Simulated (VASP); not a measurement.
A calculation with VASP 6.6.1 of HfB2 (native input, structure from a POSCAR):

INCAR

```
SYSTEM = HfB2
PREC     = Accurate       ! precision mode
ENCUT    = 520            ! plane-wave cutoff, eV
EDIFF    = 1E-7           ! SCF threshold, eV
ISMEAR   = 0              ! smearing method
SIGMA    = 0.05           ! smearing width, eV
LREAL    = .FALSE.        ! projectors in reciprocal space
LASPH    = .TRUE.         ! aspherical terms in the spheres
NELM     = 60             ! most SCF steps
ALGO     = Normal         ! electronic algorithm
ISIF     = 2              ! what is computed and relaxed
LWAVE    = .FALSE.        ! write WAVECAR
LCHARG   = .FALSE.        ! write CHGCAR
GGA      = RP             ! functional
NBANDS   = 15             ! bands
```

The input KPOINTS:

```
Automatic mesh
0
G
  10 10 8
  0 0 0
```

POSCAR

```
HfB2
1.0
    3.1400000000      0.0000000000      0.0000000000
   -1.5700000000      2.7193197679      0.0000000000
    0.0000000000      0.0000000000      3.4800000000
Hf B
1 2
Cartesian
    0.0000000000      0.0000000000      0.0000000000
    1.5700000002      0.9064399225      1.7400000000
   -0.0000000002      1.8128798454      1.7400000000
```

Potentials or basis: VASP PAW PBE potentials, release 64 (Hf_pv, B).

Launch:

```sh
$ cat potpaw_PBE.64/Hf_pv/POTCAR potpaw_PBE.64/B/POTCAR > POTCAR
$ mpirun -np 1 vasp_std > vasp.out
```

Q: Write the same calculation in another form: ASE script, Cartesian positions.

A: As run:

File run.py:

```python
from ase.calculators.vasp import Vasp
from ase.dft.bandgap import bandgap
from ase.io import read

atoms = read('HfB2.xyz')
calc = Vasp(
    directory='calc',
    xc='rpbe',
    pp='PBE',
    setups='materialsproject',
    prec='Accurate',
    encut=520,
    ediff=1e-07,
    ismear=0,
    sigma=0.05,
    lreal=False,
    lasph=True,
    nelm=80,
    algo='Normal',
    isif=2,
    lwave=False,
    lcharg=False,
    kpts=[10, 10, 8],
    gamma=True,
    nbands=15,
)
atoms.calc = calc

print('energy (eV):', atoms.get_potential_energy())
print('free energy (eV):', atoms.get_potential_energy(force_consistent=True))
print('forces (eV/A):')
print(atoms.get_forces())
print('stress (eV/A^3, Voigt):', atoms.get_stress())
print('Fermi level (eV):', calc.get_fermi_level())
gap, top, bottom = bandgap(calc)
print('band gap (eV):', gap, 'from (spin, k, band)', top, 'to', bottom)
```

HfB2.xyz

```xyz
3
Lattice="3.1400000000 0.0000000000 0.0000000000 -1.5700000000 2.7193197679 0.0000000000 0.0000000000 0.0000000000 3.4800000000" Properties=species:S:1:pos:R:3 pbc="T T T"
Hf     0.0000000000      0.0000000000      0.0000000000
B      1.5700000002      0.9064399225      1.7400000000
B     -0.0000000002      1.8128798454      1.7400000000
```

Potentials or basis: VASP PAW PBE potentials, release 64 (Hf_pv, B).

Launch:

```bash
$ python run.py
```

Both were run:

|  | native input, structure from a POSCAR | ASE script, Cartesian positions |
| --- | --- | --- |
| Pressure | 5.1 GPa | 5.1 GPa |
| Band gap on the k mesh | none (metal or under the smearing width) | none (metal or under the smearing width) |

Keys that steer only the numerical path or the files written may differ.

Caveat: the PAW data sets were made with another functional, which shifts forces and pressure a little.
